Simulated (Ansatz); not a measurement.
# MgTe under changes of volume

One of the cells (33.761 Å³/atom); the others are scaled copies at fixed shape and fractional positions:

```
Te Mg
1.0
     0.00000    3.23200    3.23200
     3.23200    0.00000    3.23200
     3.23200    3.23200    0.00000
Te Mg
1 1
Direct
  0.25000 0.25000 0.25000
  0.00000 0.00000 0.00000
```

The cell comes from a database or a generator and needn't be the stable form of this composition.

| Property | Result |
| --- | --- |
| Program | Ansatz 0.2.0 |
| Functional | PBEsol |
| Potentials or basis | all-electron LAPW, scalar-relativistic |
| Cutoff | 199 eV (chosen from the basis error) |
| Basis error allowed | 0.001 eV/atom |
| k mesh | 7 × 7 × 7 |
| Occupations | fermi-dirac, width 0.05 eV |
| Spin | no spin polarisation |

| volume (Å³/atom) | energy over the lowest point (meV/atom) | pressure (GPa) | gap on the mesh (eV) |
| --- | --- | --- | --- |
| 31.735 | ? | ? | ? |
| 32.410 | 2.95 | 1.1 | 2.48 |
| 33.086 | 0.00 | 0.3 | 2.39 |
| 33.761 | 0.27 | -0.4 | 2.30 |
| 34.436 | 3.45 | -1.1 | 2.21 |
| 35.111 | 9.25 | -1.7 | 2.13 |
| 35.787 | 17.40 | -2.2 | 2.06 |

Problem. What does the run at 31.735 Å³/atom give?

Solution. Energy over the lowest point 9.48 meV/atom; pressure 2.0 GPa; gap on the mesh 2.57 eV.

Worked out: A Birch-Murnaghan fit of order 3 (a polynomial in V^(-2/3)) to the other rows has its minimum at 33.36 Å³/atom with B0 = V·E''(V) = 36 GPa and B' = 4.2. It gives 9.49 meV/atom at 31.735 Å³/atom, against the run's 9.48, and -dE/dV = 2.0 GPa, against 2.0. A straight line through the other rows of the gap, of slope -4.28 eV per unit of ln V (its deformation potential), extrapolates to 2.57 eV, against the run's 2.57.

Energies are extrapolated to zero smearing.

Caveats: spin-orbit coupling is left out, which moves the levels of the heavy elements; an odd mesh through Γ misses points on the zone boundary, where band edges often lie (some runs).
